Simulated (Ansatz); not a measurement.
Computed with DFT PBE, scalar-relativistic, plane waves, PAW (Ansatz 0.2.0). Settings: cutoff 420 eV, Γ-centred meshes spaced at most about 0.3 Å⁻¹, and about 0.25 Å⁻¹ or finer for metals (2π included), Gaussian smearing. No spin polarisation in the final relaxations.

These are static total energies at zero pressure.

Two forms of C were relaxed alike.

1.

```cif
data_structure
_symmetry_space_group_name_H-M 'I4_132'
_symmetry_Int_Tables_number 214
_cell_length_a 4.1231
_cell_length_b 4.1231
_cell_length_c 4.1231
_cell_angle_alpha 90.000
_cell_angle_beta 90.000
_cell_angle_gamma 90.000
_cell_volume 70.09
loop_
_atom_site_label
_atom_site_type_symbol
_atom_site_symmetry_multiplicity
_atom_site_Wyckoff_symbol
_atom_site_fract_x
_atom_site_fract_y
_atom_site_fract_z
_atom_site_occupancy
C1 C 8 b 0.37500 0.37500 0.37500 1
```

2.

```cif
data_structure
_symmetry_space_group_name_H-M 'P6_222'
_symmetry_Int_Tables_number 180
_cell_length_a 2.6055
_cell_length_b 2.6055
_cell_length_c 2.8004
_cell_angle_alpha 90.000
_cell_angle_beta 90.000
_cell_angle_gamma 120.000
_cell_volume 16.46
loop_
_atom_site_label
_atom_site_type_symbol
_atom_site_symmetry_multiplicity
_atom_site_Wyckoff_symbol
_atom_site_fract_x
_atom_site_fract_y
_atom_site_fract_z
_atom_site_occupancy
C1 C 3 d 0.50000 0.50000 0.83333 1
```

Question: Which is lower in energy, and by how much?

Answer: Cell 2 is lower, by 53 meV/atom. Cell 1 has space group I4_132 (No. 214), 8.8 Å³/atom and no gap on its mesh; cell 2 has space group P6_222 (No. 180), 5.5 Å³/atom and a gap of 1.94 eV. Counting all near atoms (those within 1.25 times the shortest such distance or 1.15 times the sum of covalent radii, 1.27 where that leaves under three), cell 1 has C 3 and cell 2 has C 4. The denser one is the lower, and pressure would at first widen the difference. Both come from invented guesses. The part of the Crystallography Open Database at hand lists C in space groups No. 58, 69, 71, 141, 166 and others; no cell shown has one of them.

Kohn–Sham gaps at this level usually fall short of measured ones. Cells relaxed within their symmetry can be saddle points.
